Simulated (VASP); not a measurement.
# ZnF2 (P4_2/mnm) in VASP: further runs

One crystal, ZnF2, is run at these levels: PBEsol, r2SCAN; tasks: single point.

Program: VASP 6.6.1. These are calculated values, not measurements. Logs are shortened: lines on timing, memory, paths and dates and some standing lists are left out, and cuts for length are marked.

## Step 1: The crystal as given

It takes space group P4_2/mnm (No. 136, tetragonal). Conventional cell: a = 4.718 Å, b = 4.718 Å, c = 3.139 Å, α = 90.00°, β = 90.00°, γ = 90.00°. Zn (site symmetry mmm) is surrounded by 6 F at 2.03 to 2.04 Å. F (site symmetry m2m) is surrounded by 3 Zn at 2.03 to 2.04 Å.

## Step 2: Single point, PBEsol

The input, INCAR:

```
PREC = Accurate
ENCUT = 700
EDIFF = 1E-6
ISMEAR = 0
SIGMA = 0.02
LREAL = F
LASPH = T
NELM = 80
ALGO = Fast
ISIF = 2
LWAVE = F
LCHARG = F
GGA = PS
```

The input, KPOINTS:

```
Automatic mesh
0
Gamma
  6 6 8
```

The input, POSCAR:

```
ZnF2
1.0
    4.7182600000      0.0000000000      0.0000000000
    0.0000000000      4.7182600000      0.0000000000
    0.0000000000      0.0000000000      3.1387200000
Zn F
2 4
Direct
    0.0000000000      0.0000000000      0.0000000000
    0.5000000000      0.5000000000      0.5000000000
    0.3037300000      0.3037300000      0.0000000000
    0.1962700000      0.8037300000      0.5000000000
    0.6962700000      0.6962700000      0.0000000000
    0.8037300000      0.1962700000      0.5000000000
```

Potentials or basis: VASP PAW PBE potentials, release 64 (Zn, F).

Run with:

```console
> cat potpaw_PBE.64/Zn/POTCAR potpaw_PBE.64/F/POTCAR > POTCAR
> mpirun -np 1 vasp_std > vasp.out
```

OUTCAR:

```text
PREC = Accurate
   ENCUT = 700
   EDIFF = 1E-6
   ISMEAR = 0
   LREAL = F
   LASPH = T
   NELM = 80
   ISIF = 2
   GGA = PS

 ion  position               nearest neighbor table
   1  0.000  0.000  0.000-   3 2.03   5 2.03   4 2.04   6 2.04   4 2.04   6 2.04
   2  0.500  0.500  0.500-   4 2.03   6 2.03   5 2.04   3 2.04   3 2.04   5 2.04
   3  0.304  0.304  0.000-   1 2.03   2 2.04   2 2.04
   4  0.196  0.804  0.500-   2 2.03   1 2.04   1 2.04
   5  0.696  0.696  0.000-   1 2.03   2 2.04   2 2.04
   6  0.804  0.196  0.500-   2 2.03   1 2.04   1 2.04

  LATTYP: Found a simple tetragonal cell.
 ALAT       =     4.7182600000
 C/A-ratio  =     0.6652282833

  Lattice vectors:

 A1 = (   4.7182600000,   0.0000000000,   0.0000000000)
 A2 = (   0.0000000000,   4.7182600000,   0.0000000000)
 A3 = (   0.0000000000,   0.0000000000,   3.1387200000)

Analysis of symmetry for initial positions (statically):
=====================================================================
 Subroutine PRICEL returns:
 Original cell was already a primitive cell.

 Routine SETGRP: Setting up the symmetry group for a
 simple tetragonal supercell.

 Subroutine GETGRP returns: Found 16 space group operations
 (whereof  8 operations were pure point group operations)
 out of a pool of 16 trial point group operations.

The static configuration has the point symmetry D_2h.
 The point group associated with its full space group is D_4h.

Analysis of symmetry for dynamics (positions and initial velocities):
=====================================================================
 Subroutine PRICEL returns:
 Original cell was already a primitive cell.

 Routine SETGRP: Setting up the symmetry group for a
 simple tetragonal supercell.

 Subroutine GETGRP returns: Found 16 space group operations
 (whereof  8 operations were pure point group operations)
 out of a pool of 16 trial point group operations.

The dynamic configuration has the point symmetry D_2h.
 The point group associated with its full space group is D_4h.

 Subroutine INISYM returns: Found 16 space group operations
 (whereof  8 operations are pure point group operations),
 and found     1 'primitive' translations

----------------------------------------------------------------------------------------

                                     Primitive cell

  volume of cell :      69.8741

  direct lattice vectors                    reciprocal lattice vectors
     4.718260000  0.000000000  0.000000000     0.211942538  0.000000000  0.000000000
     0.000000000  4.718260000  0.000000000     0.000000000  0.211942538  0.000000000
     0.000000000  0.000000000  3.138720000     0.000000000  0.000000000  0.318601213

  length of vectors
     4.718260000  4.718260000  3.138720000     0.211942538  0.211942538  0.318601213

  position of ions in fractional coordinates (direct lattice)
     0.000000000  0.000000000  0.000000000
     0.500000000  0.500000000  0.500000000
     0.303730000  0.303730000  0.000000000
     0.196270000  0.803730000  0.500000000
     0.696270000  0.696270000  0.000000000
     0.803730000  0.196270000  0.500000000

  ion indices of the primitive-cell ions
   primitive index   ion index
                 1           1
                 2           2
                 3           3
                 4           4
                 5           5
                 6           6

----------------------------------------------------------------------------------------

 KPOINTS: Automatic mesh

Automatic generation of k-mesh.
 Grid dimensions read from file:
 generate k-points for:    6    6    8

 Generating k-lattice:

  Cartesian coordinates                     Fractional coordinates (reciprocal lattice)
     0.035323756  0.000000000  0.000000000     0.166666667  0.000000000  0.000000000
     0.000000000  0.035323756  0.000000000     0.000000000  0.166666667  0.000000000
     0.000000000  0.000000000  0.039825152     0.000000000  0.000000000  0.125000000

  Length of vectors
     0.035323756  0.035323756  0.039825152

  Shift w.r.t. Gamma in fractional coordinates (k-lattice)
     0.000000000  0.000000000  0.000000000

 Subroutine IBZKPT returns following result:
 ===========================================

 Found     50 irreducible k-points:

 Following reciprocal coordinates:
            Coordinates               Weight
  0.000000  0.000000  0.000000      1.000000
  0.166667  0.000000  0.000000      4.000000
  0.333333  0.000000  0.000000      4.000000
  0.500000  0.000000  0.000000      2.000000
  0.166667  0.166667  0.000000      4.000000
  0.333333  0.166667  0.000000      8.000000
[... 16 lines left out ...]
  0.333333  0.000000  0.250000      8.000000
  0.500000  0.000000  0.250000      4.000000
 [... further k-points ...]
   k-points           NKPTS =     50   k-points in BZ     NKDIM =     50   number of bands    NBANDS=     31
   number of dos      NEDOS =    301   number of ions     NIONS =      6
   total plane-waves  NPLWV =  49392
   dimension x,y,z NGX =    42 NGY =   42 NGZ =   28
   dimension x,y,z NGXF=    84 NGYF=   84 NGZF=   56
   ions per type =               2   4
   NGX,Y,Z   is equivalent  to a cutoff of  14.80, 14.80, 14.83 a.u.
   NGXF,Y,Z  is equivalent  to a cutoff of  29.60, 29.60, 29.66 a.u.
 SYSTEM =  unknown system
   PREC   = accura    normal or accurate (medium, high low for compatibility)
   ISTART =      0    job   : 0-new  1-cont  2-samecut
   ICHARG =      2    charge: 1-file 2-atom 10-const
   ISPIN  =      1    spin polarized calculation?
   LNONCOLLINEAR =      F non collinear calculations
   LSORBIT =      F    spin-orbit coupling
   LASPH  =      T    aspherical Exc in radial PAW
   ENCUT  =  700.0 eV  51.45 Ry    7.17 a.u.  10.18 10.18  6.77*2*pi/ulx,y,z
   NELM   =     80;   NELMIN=  2; NELMDL= -5     # of ELM steps
   EDIFF  = 0.1E-05   stopping-criterion for ELM
   LREAL  =      F    real-space projection
   EDIFFG = 0.1E-04   stopping-criterion for IOM
   NSW    =      0    number of steps for IOM
   IBRION =     -1    ionic relax: 0-MD 1-quasi-New 2-CG
   NFREE  =      0    steps in history (QN), initial steepest desc. (CG)
   ISIF   =      2    stress and relaxation
   ISYM   =      2    0-nonsym 1-usesym 2-fastsym
   POTIM  = 0.5000    time-step for ionic-motion
   TEBEG  =    0.0;   TEEND  =   0.0 temperature during run
   PSTRESS=    0.0 pullay stress
   NELECT =      52.0000    total number of electrons
   NUPDOWN=      -1.0000    fix difference up-down
   EMIN   =  10.00;   EMAX   =-10.00  energy-range for DOS
   EFERMI =   0.00;   METHOD = LEGACY
   ISMEAR =     0;   SIGMA  =   0.02  broadening in eV -4-tet -1-fermi 0-gaus
   EFERMI_NEDOS =   21; number of points for ismear=-14 and -15
   IALGO  =     68    algorithm
   IMIX   =      4    mixing-type and parameters
     AMIX     =   0.40;   BMIX     =  1.00
     AMIX_MAG =   1.60;   BMIX_MAG =  1.00
  volume/ion in A,a.u.               =      11.65        78.59
  Fermi-wavevector in a.u.,A,eV,Ry     =   1.483556  2.803514 29.945571  2.200937
  Thomas-Fermi vector in A             =   2.597203
   LORBIT       =      0    0 simple, 1 ext, 2 COOP (PROOUT), +10 PAW based schemes
   GGA     = PS    functional components
   LHFCALC =     F    Hartree Fock is set to
   AEXX    =    0.0000 exact exchange contribution
   IVDW    =     0    specifies the selected vdW correction
   LEPSILON=     F    determine dielectric tensor
   LRPA    =     F    only Hartree local field effects (RPA)
 non-spin polarized calculation
 RMM-DIIS sequential band-by-band and
 Gauss-broadening in eV      SIGMA  =   0.02
  energy-cutoff  :      700.00
  volume of cell :       69.87
 maximum number of plane-waves:      2984
 NGX is ok and might be reduce to    42
   NGX = 21   NGY = 21   NGZ = 13

 number of electron      52.0000006 magnetization

 Free energy of the ion-electron system (eV)
  ---------------------------------------------------
  ext. energy  EPLUGINS =         0.00000000
  ---------------------------------------------------
  free energy    TOTEN  =       -24.72732301 eV

  energy without entropy =      -24.72732301  energy(sigma->0) =      -24.72732301

 E-fermi :  -1.1978     XC(G=0): -10.5109

 val. band max:       -1.3342652050   @ k =   0.0000   0.0000   0.0000
 cond. band min:       2.0214979699   @ k =   0.0000   0.0000   0.0000
 fundamental gap:      3.3557631748
 Fermi energy:        -1.1977706936

 k-point     1 :       0.0000    0.0000    0.0000
  band No.  band energies     occupation
      1     -23.0623      2.00000
      2     -22.2767      2.00000
      3     -22.2767      2.00000
      4     -22.2464      2.00000
      5      -7.5869      2.00000
      6      -6.6749      2.00000
[... 23 lines left out ...]
     30       8.1326      0.00000
     31      11.9604      0.00000

 k-point     2 :       0.1667    0.0000    0.0000
  band No.  band energies     occupation
      1     -23.0194      2.00000
      2     -22.3756      2.00000
      3     -22.2678      2.00000
      4     -22.2054      2.00000
      5      -7.4525      2.00000
      6      -6.6339      2.00000
[... 23 lines left out ...]
     30       8.7146      0.00000
     31      11.7138      0.00000

 k-point     3 :       0.3333    0.0000    0.0000
  band No.  band energies     occupation
      1     -22.8994      2.00000
      2     -22.5393      2.00000
      3     -22.2445      2.00000
      4     -22.1973      2.00000
      5      -7.0936      2.00000
      6      -6.5583      2.00000
[... 23 lines left out ...]
     30       9.0865      0.00000
     31      11.3745      0.00000

 k-point     4 :       0.5000    0.0000    0.0000
  band No.  band energies     occupation
      1     -22.7271      2.00000
      2     -22.7271      2.00000
      3     -22.2161      2.00000
      4     -22.2161      2.00000
      5      -6.6833      2.00000
      6      -6.6833      2.00000
[... 635 lines left out ...]
     30       9.7541      0.00000
     31      11.1280      0.00000

 k-point    23 :       0.3333    0.0000    0.2500
  band No.  band energies     occupation
      1     -22.7392      2.00000
      2     -22.4626      2.00000
      3     -22.2406      2.00000
      4     -22.2238      2.00000
      5      -6.7388      2.00000
      6      -6.2752      2.00000
[... 23 lines left out ...]
     30      10.0219      0.00000
     31      10.8289      0.00000

 k-point    24 :       0.5000    0.0000    0.2500
  band No.  band energies     occupation
      1     -22.6048      2.00000
      2     -22.6048      2.00000
      3     -22.2298      2.00000
      4     -22.2298      2.00000
      5      -6.3716      2.00000
      6      -6.3716      2.00000
[... 23 lines left out ...]
     30       9.8995      0.00000
     31      11.3521      0.00000

 [... further k-points ...]
[... 5 lines left out ...]
  --------------------------------------------------------------------------------------
  -------------------------------------------------------------------------------------
  Total        0.0074332      0.0074332     -0.0119051      0.0000000      0.0000000      0.0000000
  in kB        0.1704403      0.1704403     -0.2729786      0.0000000      0.0000000      0.0000000
  external PRESSURE =       0.0226340 kB  Pullay stress =       0.0000000 kB

 VOLUME and BASIS-vectors are now :
 -----------------------------------------------------------------------------
  energy-cutoff  :      700.00
  volume of cell :       69.87
      direct lattice vectors                 reciprocal lattice vectors
     4.718260000  0.000000000  0.000000000     0.211942538  0.000000000  0.000000000
     0.000000000  4.718260000  0.000000000     0.000000000  0.211942538  0.000000000
     0.000000000  0.000000000  3.138720000     0.000000000  0.000000000  0.318601213

 POSITION                                       TOTAL-FORCE (eV/Angst)
 -----------------------------------------------------------------------------------
      0.00000      0.00000      0.00000         0.000000     -0.000000     -0.000000
      2.35913      2.35913      1.56936         0.000000     -0.000000     -0.000000
      1.43308      1.43308      0.00000         0.000601      0.000601      0.000000
      0.92605      3.79221      1.56936        -0.000601      0.000601     -0.000000
      3.28518      3.28518      0.00000        -0.000601     -0.000601     -0.000000
      3.79221      0.92605      1.56936         0.000601     -0.000601     -0.000000
 -----------------------------------------------------------------------------------
    total drift:                               -0.000000     -0.000000     -0.000000

  FREE ENERGIE OF THE ION-ELECTRON SYSTEM (eV)
  ---------------------------------------------------
  free  energy   TOTEN  =       -24.7273230142 eV

  energy  without entropy=      -24.7273230142  energy(sigma->0) =      -24.72732301
```

Wall time 93 s (1 thread of AMD EPYC 9R45 (Zen 5), shared host); peak memory 0.27 GiB.

What came out:

```
Free energy            : -24.7273 eV
Pressure               : 0.0 GPa
Band gap on the k mesh : 3.36 eV, direct
```

Levels at points of the mesh, in eV from the valence-band top:
```tsv
k point	band 23	band 24	band 25	band 26	band 27	band 28	band 29	band 30
(0.00, 0.00, 0.00)	-1.14	-0.32	-0.32	0.00	3.36	9.21	9.47	9.47
(0.50, 0.00, 0.00)	-0.63	-0.63	-0.40	-0.40	5.97	5.97	10.39	10.40
(0.50, 0.50, 0.00)	-1.22	-1.22	-0.33	-0.33	6.90	6.90	9.03	9.03
(0.00, 0.00, 0.50)	-1.30	-1.30	-1.22	-1.22	8.13	8.13	11.74	11.74
(0.50, 0.00, 0.50)	-1.30	-1.30	-0.04	-0.04	8.65	8.65	10.17	10.17
(0.50, 0.50, 0.50)	-1.22	-1.22	-0.80	-0.80	7.96	7.96	11.33	11.34
```

Caveat: the PAW data sets were made with another functional, which shifts forces and pressure a little. A k mesh can miss the band edges.

## Step 3: Single point, PBEsol

INCAR: that of step 2 with these lines changed.

```diff
@@ -1,3 +1,3 @@
 PREC = Accurate
-ENCUT = 700
+ENCUT = 520
 EDIFF = 1E-6
```

The input, KPOINTS:

```
Automatic mesh
0
Gamma
  8 8 12
```

POSCAR is that of step 2.

Potentials or basis: VASP PAW PBE potentials, release 64 (Zn, F).

Run with:

```console
> cat potpaw_PBE.64/Zn/POTCAR potpaw_PBE.64/F/POTCAR > POTCAR
> mpirun -np 1 vasp_std > vasp.out
```

It took 1.9 min on 1 thread of AMD EPYC 9R45 (Zen 5), shared host; peak memory 0.27 GiB.

It converged, with:

```yaml
Free_energy: -24.7131 eV
Pressure: 0.1 GPa
Band_gap_on_the_k_mesh: 3.35 eV, direct
```

Levels at points of the mesh, in eV from the valence-band top:
```
           k point  band 22  band 23  band 24  band 25  band 26  band 27  band 28  band 29  band 30  band 31
(0.00, 0.00, 0.00)    -1.50    -1.14    -0.32    -0.32     0.00     3.35     9.20     9.46     9.46    13.29
(0.50, 0.00, 0.00)    -1.56    -0.63    -0.63    -0.40    -0.40     5.97     5.97    10.39    10.39    12.79
(0.50, 0.50, 0.00)    -1.58    -1.22    -1.22    -0.33    -0.33     6.90     6.90     9.03     9.03    14.30
(0.00, 0.00, 0.50)    -1.33    -1.30    -1.30    -1.22    -1.22     8.13     8.13    11.74    11.74    12.98
(0.50, 0.00, 0.50)    -1.75    -1.30    -1.30    -0.04    -0.04     8.65     8.65    10.17    10.17    13.76
(0.50, 0.50, 0.50)    -1.45    -1.22    -1.22    -0.80    -0.80     7.95     7.95    11.32    11.32    12.12
```

Caveat: the PAW data sets were made with another functional, which shifts forces and pressure a little.

## Step 4: Single point, PBEsol

INCAR: that of step 3 with these lines changed.

```diff
@@ -4,3 +4,3 @@
 ISMEAR = 0
-SIGMA = 0.02
+SIGMA = 0.5
 LREAL = F
```

The input, KPOINTS:

```
Automatic mesh
0
Gamma
  6 6 8
```

POSCAR is that of step 3.

Run with:

```console
> cat potpaw_PBE.64/Zn/POTCAR potpaw_PBE.64/F/POTCAR > POTCAR
> mpirun -np 1 vasp_std > vasp.out
```

Wall time 58 s (1 thread of AMD EPYC 9R45 (Zen 5), shared host); peak memory 0.2 GiB.

The run converged. Its results:

| Quantity | Value |
| --- | --- |
| Free energy | -24.7131 eV |
| Pressure | 0.1 GPa |
| Band gap on the k mesh | 3.35 eV, direct |

Levels at points of the mesh, in eV from the valence-band top:
```
           k point  band 23  band 24  band 25  band 26  band 27  band 28  band 29  band 30
(0.00, 0.00, 0.00)    -1.14    -0.32    -0.32     0.00     3.35     9.20     9.46     9.46
(0.50, 0.00, 0.00)    -0.63    -0.63    -0.40    -0.40     5.97     5.97    10.39    10.39
(0.50, 0.50, 0.00)    -1.22    -1.22    -0.33    -0.33     6.90     6.90     9.03     9.03
(0.00, 0.00, 0.50)    -1.30    -1.30    -1.22    -1.22     8.13     8.13    11.74    11.74
(0.50, 0.00, 0.50)    -1.30    -1.30    -0.04    -0.04     8.65     8.65    10.17    10.17
(0.50, 0.50, 0.50)    -1.22    -1.22    -0.80    -0.80     7.95     7.95    11.32    11.36
```

Caveat: the PAW data sets were made with another functional, which shifts forces and pressure a little.

## Step 5: Single point, PBEsol

The input, INCAR:

```
PREC = Accurate
ENCUT = 900
EDIFF = 1E-6
ISMEAR = 0
SIGMA = 0.02
LREAL = F
LASPH = T
NELM = 80
ALGO = Fast
ISIF = 2
LWAVE = F
LCHARG = F
GGA = PS
```

KPOINTS is that of step 4.

POSCAR is that of step 4.

Potentials or basis: VASP PAW PBE potentials, release 64 (Zn, F_h).

Run with:

```console
> cat potpaw_PBE.64/Zn/POTCAR potpaw_PBE.64/F_h/POTCAR > POTCAR
> mpirun -np 1 vasp_std > vasp.out
```

It took 2.3 min on 1 thread of AMD EPYC 9R45 (Zen 5), shared host; peak memory 0.35 GiB.

Results (log left out):

```
Free energy            : -24.7412 eV
Pressure               : -0.5 GPa
Largest force          : 0.004 eV/Å
Band gap on the k mesh : 3.35 eV, direct
```

Forces on the atoms (eV/Å):
```
Zn   0.000  0.000  0.000
Zn   0.000  0.000  0.000
F    0.003  0.003  0.000
F   -0.003  0.003  0.000
F   -0.003 -0.003  0.000
F    0.003 -0.003  0.000
```

Stress tensor (GPa, compression positive):
```
-0.44  0.00  0.00
 0.00 -0.44  0.00
 0.00  0.00 -0.53
```

Levels at points of the mesh, in eV from the valence-band top:
```
           k point  band 23  band 24  band 25  band 26  band 27  band 28  band 29  band 30
(0.00, 0.00, 0.00)    -1.15    -0.32    -0.32     0.00     3.35     9.21     9.46     9.46
(0.50, 0.00, 0.00)    -0.63    -0.63    -0.40    -0.40     5.97     5.97    10.39    10.39
(0.50, 0.50, 0.00)    -1.23    -1.23    -0.34    -0.34     6.90     6.90     9.02     9.02
(0.00, 0.00, 0.50)    -1.30    -1.30    -1.22    -1.22     8.13     8.13    11.74    11.74
(0.50, 0.00, 0.50)    -1.30    -1.30    -0.04    -0.04     8.65     8.65    10.17    10.17
(0.50, 0.50, 0.50)    -1.22    -1.22    -0.80    -0.80     7.96     7.96    11.32    11.33
```

Caveat: the cutoff is under 1.25 times the usual one of these potentials, so pressure, stress and relaxed cells hold a basis-set (Pulay) error; the PAW data sets were made with another functional, which shifts forces and pressure a little. A k mesh can miss the band edges.

[end of part 1 of 2]
